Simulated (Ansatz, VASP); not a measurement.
# HfN: VASP beside Ansatz

```xyz
2
Lattice="0.0000 2.4047 2.4047 2.4047 0.0000 2.4047 2.4047 2.4047 0.0000" Properties=species:S:1:pos:R:3 pbc="T T T"
Hf    0.0000    0.0000    0.0000
N     1.2024    1.2024    1.2024
```

Change from the starting cell: volume scaled by 0.94.

Alike in both runs: task single point; functional LDA; k mesh 9 × 9 × 9; occupations fermi-dirac, width 0.05 eV; no spin polarisation.

|  | VASP | Ansatz |
| --- | --- | --- |
| version | VASP 6.6.1 | Ansatz 0.2.0 |
| potentials or method | VASP PAW LDA potentials, release 64 (Hf_pv, N), cutoff 520 eV | all-electron LAPW, scalar-relativistic |

Ansatz gave:

- gap on the k mesh at the Fermi level (eV): none
- pressure (GPa): 2.8

Problem. Estimate VASP's values.

Solution. gap on the k mesh at the Fermi level (eV): none; pressure (GPa): 2.5.

A gap of «none» marks a metal or a gap that the smearing closes. Ansatz ran all-electron here, so the differences hold the error of VASP's frozen core and of both bases.

The runs have no spin-orbit coupling, so splittings on Hf are missing.
